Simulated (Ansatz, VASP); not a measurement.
PtSe2 (Sudovikovite): VASP beside Ansatz

Contents of INCAR:

```
PREC = Accurate
ENCUT = 520
EDIFF = 1E-6
ISMEAR = -1
SIGMA = 0.05
LREAL = False
LASPH = True
NELM = 60
ALGO = Normal
ISIF = 2
LWAVE = False
LCHARG = False
GGA = RP
NBANDS = 18
```

File KPOINTS:

```
regular mesh
0
Gamma
  8 8 5
```

POSCAR

```
PtSe2
1.0
    3.6479786689      0.0000000000      0.0000000000
   -1.8239893344      3.1592421997      0.0000000000
    0.0000000000      0.0000000000      4.9586648823
Pt Se
1 2
Direct
    0.0000000000      0.0000000000      0.0000000000
    0.6666666667      0.3333333333      0.7500000000
    0.3333333333      0.6666666667      0.2500000000
```

The input input.yaml:

```yaml
crystal:
  lattice:
    - [3.6479786689, 0.0, 0.0]
    - [-1.8239893344, 3.1592421997, 0.0]
    - [0.0, 0.0, 4.9586648823]
  atoms:
    - { symbol: Pt, position: [0.0, 0.0, 0.0] }
    - { symbol: Se, position: [0.6666666667, 0.3333333333, 0.75] }
    - { symbol: Se, position: [0.3333333333, 0.6666666667, 0.25] }
hamiltonian:
  xc: rpbe
  pseudopotentials: { kind: paw }
kpoints:
  mp_grid: { grid: [8, 8, 5] }
scf:
  occupations: { method: fermi_dirac, width: 0.05 }
output:
  forces: true
  stress: true
  eigenvalues: true
```

Alike in both runs: task single point; functional RPBE; k mesh 8 × 8 × 5; occupations fermi-dirac, width 0.05 eV; no spin polarisation.

|  | VASP | Ansatz |
| --- | --- | --- |
| version | VASP 6.6.1 | Ansatz 0.2.0 |
| potentials or method | VASP PAW PBE potentials, release 64 (Pt, Se) | Ansatz PAW |
| plane-wave cutoff (eV) | 520 | 420 |
| valence electrons in the cell | 22 | 50 |

Ansatz gave:

```
gap on the k mesh at the Fermi level (eV)       : none
pressure (GPa)                                  : 20.4
largest component of the traceless stress (GPa) : 3.73
rms of the force components (eV/Å)              : 0.720
```

Problem. Which values does VASP return?

Solution. gap on the k mesh at the Fermi level (eV): none; pressure (GPa): 20.4; largest component of the traceless stress (GPa): 3.74; rms of the force components (eV/Å): 0.724.

Atom by atom the forces differ by 0.003 eV/Å (rms over components). A gap of «none» marks a metal or a gap that the smearing closes. The two sets of potentials don't hold the same shells in valence.

Caveats: so large a pressure means that the cell lies far from this level's equilibrium, or that cutoff or potentials fall short (VASP); the potentials were made for another functional, which shifts forces and pressure (VASP); the PAW data sets come from PBE, with cores solved anew for the run's functional, which leaves a small shift of forces and pressure (Ansatz); forces of over 1 eV/Å show positions far from the minimum, so gaps and moduli don't describe the material at rest (Ansatz). The runs have no spin-orbit coupling, so splittings on Pt are missing.
